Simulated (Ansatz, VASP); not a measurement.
**Two plane-wave programs on MgH2**

The input INCAR:

```
PREC = Accurate
ENCUT = 520
EDIFF = 1E-6
ISMEAR = 0
SIGMA = 0.15
LREAL = False
LASPH = True
NELM = 80
ALGO = Normal
ISIF = 2
LWAVE = False
LCHARG = False
GGA = PE
IVDW = 12
NBANDS = 9
```

KPOINTS

```
Automatic mesh
0
Gamma
  12 12 12
```

File POSCAR:

```
MgH2
1.0
    0.0000000000      2.3414883082      2.3414883082
    2.3414883082      0.0000000000      2.3414883082
    2.3414883082      2.3414883082      0.0000000000
Mg H
1 2
Direct
    0.0000000000      0.0000000000      0.0000000000
    0.7500000000      0.7500000000      0.7500000000
    0.2500000000      0.2500000000      0.2500000000
```

Input for Ansatz:

```yaml
crystal:
  lattice:
    - [0.0, 2.3414883082, 2.3414883082]
    - [2.3414883082, 0.0, 2.3414883082]
    - [2.3414883082, 2.3414883082, 0.0]
  atoms:
    - { symbol: Mg, position: [0.0, 0.0, 0.0] }
    - { symbol: H, position: [0.75, 0.75, 0.75] }
    - { symbol: H, position: [0.25, 0.25, 0.25] }
basis:
  ecutwfc: 420
kpoints:
  mp_grid: { grid: [12, 12, 12] }
hamiltonian:
  xc: pbe
  dispersion: d3bj
scf:
  occupations: { method: gaussian, width: 0.15 }
output:
  forces: true
  stress: true
  eigenvalues: true
```

Measurements of this composition are mostly on another form, of space group No. 136.

Alike in both runs: task single point; functional PBE; dispersion D3(BJ); k mesh 12 × 12 × 12; occupations gaussian, width 0.15 eV; no spin polarisation.

|  | VASP | Ansatz |
| --- | --- | --- |
| version | VASP 6.6.1 | Ansatz 0.2.0 |
| potentials or method | VASP PAW PBE potentials, release 64 (Mg, H) | scalar-relativistic, plane waves, PAW |
| plane-wave cutoff (eV) | 520 | 420 |
| valence electrons in the cell | 4 | 12 |

|  | VASP | Ansatz | Ansatz less VASP |
| --- | --- | --- | --- |
| gap on the k mesh at the Fermi level (eV) | none | none | - |
| pressure (GPa) | -0.4 | 0.0 | +0.41 |

A gap of «none» marks a metal or a gap that the smearing closes. The two sets of potentials don't hold the same shells in valence.

Caveats: pairwise dispersion overbinds metals, which lowers pressure and volume.
